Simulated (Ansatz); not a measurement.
P in several cubic structure types, each at its own equilibrium volume.

Level of theory: Ansatz, PBE, plane waves, PAW datasets (generated soft set 1).

Settings: cutoff 420 eV; no spin polarisation; Fermi–Dirac smearing of 0.0612 eV; k-meshes 48³ (fcc), 44³ (simple cubic).

(1) Rank the structures by energy per atom, lowest first.
A. fcc
B. simple cubic

(2) Give the equilibrium volume and bulk modulus of each.

Results:

(1) B (0.0 meV/atom), A (750 meV/atom).

(2) 
```
   structure  V₀ (Å³/atom)  B₀ (GPa)
         fcc         14.55        92
simple cubic         14.66       109
```

Only these cubic types are compared here; the real ground state can be another structure or magnetic.

Model structures, not the usual forms at ambient conditions (metastable or hypothetical): P (fcc type), P (simple cubic type).
